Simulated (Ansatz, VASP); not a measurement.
HfO2: VASP beside Ansatz

Contents of INCAR:

```
SYSTEM = HfO2
PREC = Accurate
ENCUT = 550
EDIFF = 1E-7
ISMEAR = 0
SIGMA = 0.02
LREAL = .FALSE.
LASPH = .TRUE.
NELM = 100
ALGO = Fast
ISIF = 2
LWAVE = .FALSE.
LCHARG = .FALSE.
GGA = PS
```

The input KPOINTS:

```
regular mesh
0
G
  9 9 9
  0 0 0
```

File POSCAR:

```
HfO2
1.0
    0.0000000000      2.5575000000      2.5575000000
    2.5575000000      0.0000000000      2.5575000000
    2.5575000000      2.5575000000      0.0000000000
Hf O
1 2
Cartesian
    0.0000000000      0.0000000000      0.0000000000
    3.8362500000      3.8362500000      3.8362500000
    1.2787500000      1.2787500000      1.2787500000
```

File input.yaml:

```yaml
crystal:
  lattice:
    - [0.0, 2.5575, 2.5575]
    - [2.5575, 0.0, 2.5575]
    - [2.5575, 2.5575, 0.0]
  atoms:
    - { symbol: Hf, position: [0.0, 0.0, 0.0] }
    - { symbol: O, position: [0.75, 0.75, 0.75] }
    - { symbol: O, position: [0.25, 0.25, 0.25] }
hamiltonian:
  xc: pbesol
  pseudopotentials: { kind: paw }
kpoints:
  mp_grid: { grid: [9, 9, 9] }
scf:
  occupations: { method: gaussian, width: 0.02 }
output:
  forces: true
  stress: true
  eigenvalues: true
```

Measurements of this composition are mostly on another form, of space group No. 14.

Alike in both runs: task single point; functional PBEsol; k mesh 9 × 9 × 9; occupations gaussian, width 0.02 eV; no spin polarisation.

|  | VASP | Ansatz |
| --- | --- | --- |
| version | VASP 6.6.1 | Ansatz 0.2.0 |
| potentials or method | VASP PAW PBE potentials, release 64 (Hf_sv_GW, O_GW) | Ansatz PAW |
| plane-wave cutoff (eV) | 550 | 420 |
| valence electrons in the cell | 24 | 38 |

```tsv
	VASP	Ansatz	Ansatz less VASP
gap on the k mesh at the Fermi level (eV)	3.70	3.70	-0.002
least direct gap on the mesh (eV)	3.82	3.82	-0.003
pressure (GPa)	-11.3	-10.2	+1.12
```

With one functional, cell and mesh, what is left measures potentials, basis and numerics. The two sets of potentials don't hold the same shells in valence.

Caveats: spin-orbit coupling is left out, which moves the levels of the heavy elements; the PAW data sets were made with another functional, which shifts forces and pressure a little (VASP); an odd mesh through Γ misses points on the zone boundary, where band edges often lie (VASP); odd divisions of the mesh miss points on the zone boundary, where band edges often lie, so the gap on the mesh can be too wide (Ansatz); the pressure holds a Pulay correction of +0.9 GPa for the finite cutoff (Ansatz); the PAW data sets come from PBE, with cores solved anew for the run's functional, which leaves a small shift of forces and pressure (Ansatz). A hybrid or GW would open this gap; PBEsol tends to underestimate it.
